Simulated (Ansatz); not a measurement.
ZnS (F-43m), one atom moved over a plane

The calculation used DFT LDA, scalar-relativistic, plane waves, PAW (Ansatz). Cutoff 350 eV, Γ-centred 6×6×6 k-points, Gaussian smearing of 0.05 eV. The mesh is coarse. No spin polarisation. Energies are free energies at this smearing, counted from the undisturbed cell; pressure is positive in compression.

The starting cell (as given, not relaxed at this level; it stands at -4.6 GPa):

```yaml
crystal:
  lattice:
    - [0.00000, 2.70465, 2.70465]
    - [2.70465, 0.00000, 2.70465]
    - [2.70465, 2.70465, 0.00000]
  atoms:
    - { symbol: Zn, position: [0.00000, 0.00000, 0.00000] }
    - { symbol: S, position: [0.75000, 0.75000, 0.75000] }
```

Atom 1 (Zn) is moved by p along (0.707, 0.707, 0.000) and q along (0.000, 0.000, 1.000) (Å), all else fixed. Points are written (p, q).

p was sampled at -0.450, -0.225, 0.000, 0.225, 0.450 and q at -0.450, -0.225, 0.000, 0.225, 0.450.

Question: Where on the computed points is the energy highest, and how high?

Answer: At (-0.450, -0.450), (0.450, -0.450): 3.01 eV/cell.

Question: Away from (0, 0), which computed point is lowest?

Answer: (0.000, -0.225), (0.000, 0.225): 0.13 eV/cell.

The map, in eV/cell:

```csv
p \ q,-0.450,-0.225,0.000,0.225,0.450
-0.450,3.01,1.50,0.64,0.34,0.45
-0.225,1.05,0.44,0.14,0.18,0.49
0.000,0.51,0.13,0.00,0.13,0.51
0.225,1.05,0.44,0.14,0.18,0.49
0.450,3.01,1.50,0.64,0.34,0.45
```

Cost: 13 runs of about 0.39 core-minutes in all, on Intel Xeon 6975P-C (Granite Rapids) (shared hosts).